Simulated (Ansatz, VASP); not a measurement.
## One calculation of Na, two programs

Contents of INCAR:

```
SYSTEM = Na
  PREC = Accurate
  ENCUT = 520
  EDIFF = 1E-7
  ISMEAR = -1
  SIGMA = 0.03
  LREAL = .FALSE.
  LASPH = .TRUE.
  NELM = 100
  ALGO = Normal
  ISIF = 2
  LWAVE = .FALSE.
  LCHARG = .TRUE.
  GGA = PE
  LELF = .TRUE.
  LVHAR = .TRUE.
  NBANDS = 10
```

KPOINTS

```
regular mesh
0
G
  11 11 11
  0 0 0
```

POSCAR

```
Na
1.0
   -2.1175000000      2.1175000000      2.1175000000
    2.1175000000     -2.1175000000      2.1175000000
    2.1175000000      2.1175000000     -2.1175000000
Na
1
Direct
    0.0000000000      0.0000000000      0.0000000000
```

Input for Ansatz:

```yaml
crystal:
  lattice:
    - [-2.1175, 2.1175, 2.1175]
    - [2.1175, -2.1175, 2.1175]
    - [2.1175, 2.1175, -2.1175]
  atoms:
    - { symbol: Na, position: [0.0, 0.0, 0.0] }
kpoints:
  mp_grid: { grid: [11, 11, 11] }
  band_path:
    path:
      - [0.0, 0.0, 0.0]
      - [0.5, -0.5, 0.5]
      - [0.0, 0.0, 0.5]
      - [0.0, 0.0, 0.0]
      - [0.25, 0.25, 0.25]
      - [0.5, -0.5, 0.5]
      - [0.25, 0.25, 0.25]
      - [0.0, 0.0, 0.5]
    npoints: 5
scf:
  occupations: { method: fermi_dirac, width: 0.03 }
hamiltonian:
  xc: pbe
  pseudopotentials:
    kind: all_electron
    lapw: { basis_error: 0.0005 }
    relativity: none
output:
  forces: true
  stress: true
  eigenvalues: true
```

Alike in both runs: task single point; functional PBE; k mesh 11 × 11 × 11; occupations fermi-dirac, width 0.03 eV; no spin polarisation.

```csv
,VASP,Ansatz
version,VASP 6.6.1,Ansatz 0.2.0
potentials or method,"VASP PAW PBE potentials, release 64 (Na_pv)","all-electron LAPW, non-relativistic"
plane-wave cutoff (eV),520,see its input
```

```tsv
	VASP	Ansatz	Ansatz less VASP
pressure (GPa)	-0.2	-0.2	+0.03
```

Ansatz ran all-electron here, so the differences hold the error of VASP's frozen core and of both bases.
